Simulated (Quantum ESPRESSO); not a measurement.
BP: zone-centre phonons and dielectric response under several settings

```
P B
1.0
     0.00000    2.26900    2.26900
     2.26900    0.00000    2.26900
     2.26900    2.26900    0.00000
P B
1 1
Direct
  0.75000 0.75000 0.75000
  0.00000 0.00000 0.00000
```

All runs used Quantum ESPRESSO 7.5; relaxed cell; occupations smeared at first, fixed for the response.

| level | potentials | k mesh (s: shifted) | spin | cutoff (eV) | volume (Å³/atom) | lowest optical mode without the field (cm⁻¹) | highest mode with the field (cm⁻¹) | ε∞ (mean) | ε0 (mean) | Born charge of atom 1 (e) | sum of the Born charges (e) |
| --- | --- | --- | --- | --- | --- | --- | --- | --- | --- | --- | --- |
| LDA | PseudoDojo 0.4.1 SR LDA standard | 6 × 6 × 6s | no spin polarisation | 1034 | ? | ? | ? | ? | ? | ? | ? |
| PBE | JTH 2.0 PBE | 4 × 4 × 4s | collinear spin, ferromagnetic start | 707 | 11.76 | 800 | 804 | 9.35 | 9.4 | 0.46 | -0.05 |

Question: What stands in the row left open?

Answer: Volume 11.29 Å³/atom; lowest optical mode without the field 821 cm⁻¹; highest mode with the field 829 cm⁻¹; ε∞ 9.13; ε0 9.3; Born charge of atom 1 0.64 e; sum of the Born charges 0.00 e.

Caveats: some runs use coarse meshes.
